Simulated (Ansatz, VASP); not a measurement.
ZnS: VASP beside Ansatz

Contents of INCAR:

```
SYSTEM = ZnS
PREC = Accurate ; ENCUT = 520
EDIFF = 1E-8 ; ISMEAR = -1
SIGMA = 0.01 ; LREAL = .False.
LASPH = .True. ; NELM = 100
ALGO = Normal ; ISIF = 2
LWAVE = .False. ; LCHARG = .False.
GGA = PE ; LEFG = .True.
NBANDS = 16
```

The input KPOINTS:

```
Automatic mesh
0
Gamma
  8 8 8
  0 0 0
```

The input POSCAR:

```
ZnS
1.0
    0.0000000000      2.7046500000      2.6776035000
    2.7046500000      0.0000000000      2.6776035000
    2.7046500000      2.7046500000      0.0000000000
Zn S
1 1
Direct
    0.0000000000      0.0000000000      0.0000000000
    0.7500000000      0.7500000000      0.7500000000
```

Input for Ansatz:

```yaml
crystal:
  lattice:
    - [0.0, 2.70465, 2.6776035]
    - [2.70465, 0.0, 2.6776035]
    - [2.70465, 2.70465, 0.0]
  atoms:
    - { symbol: Zn, position: [0.0, 0.0, 0.0] }
    - { symbol: S, position: [0.75, 0.75, 0.75] }
kpoints:
  mp_grid: { grid: [8, 8, 8] }
scf:
  occupations: { method: fermi_dirac, width: 0.01 }
hamiltonian:
  xc: pbe
  pseudopotentials: { kind: all_electron, datasets: crystal }
output:
  forces: true
  stress: true
  eigenvalues: true
  efg: { contact_densities: true }
```

Change from the starting cell: zz strain of -1 %, crystal datasets.

Alike in both runs: task electric field gradients; functional PBE; k mesh 8 × 8 × 8; occupations fermi-dirac, width 0.01 eV; no spin polarisation.

|  | VASP | Ansatz |
| --- | --- | --- |
| version | VASP 6.6.1 | Ansatz 0.2.0 |
| potentials or method | VASP PAW PBE potentials, release 64 (Zn, S) | all-electron PAW with datasets made for the crystal, scalar-relativistic |
| plane-wave cutoff (eV) | 520 | see its input |

```tsv
	VASP	Ansatz	Ansatz less VASP
gap on the k mesh at the Fermi level (eV)	2.12	2.12	-0.003
pressure (GPa)	2.3	2.2	-0.15
largest component of the traceless stress (GPa)	0.26	0.26	+0.004
Vzz of the field gradient on the site that differs most (V/Å²)	1.8	1.9	+0.11
```

Ansatz ran all-electron here, so the differences hold the error of VASP's frozen core and of both bases.
